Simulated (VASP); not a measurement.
Input of a VASP 6.6.1 run:

The input INCAR:

```
PREC = Accurate
ENCUT = 520
EDIFF = 1E-6
ISMEAR = -1
SIGMA = 0.1
LREAL = F
LASPH = T
NELM = 60
ALGO = Fast
ISIF = 2
LWAVE = F
LCHARG = F
NBANDS = 10
```

Contents of KPOINTS:

```
regular mesh
0
Gamma
  20 20 20
```

The input POSCAR:

```
Os
1.0
    2.5170771292      0.0000000000      0.0000000000
    0.0000000000      2.5170771292      0.0000000000
    0.0000000000      0.0000000000      2.5170771292
Os
1
Direct
    0.0000000000      0.0000000000      0.0000000000
```

Potentials or basis: VASP PAW LDA potentials, release 64 (Os).

The run is started by

```sh
$ cat potpaw_LDA.64/Os/POTCAR > POTCAR
$ mpirun -np 1 vasp_std > vasp.out
```

(1) Estimate the pressure.

(2) Estimate the band gap on the k mesh.

Results:

(1) 0.0 GPa.

(2) none (metal or under the smearing width).
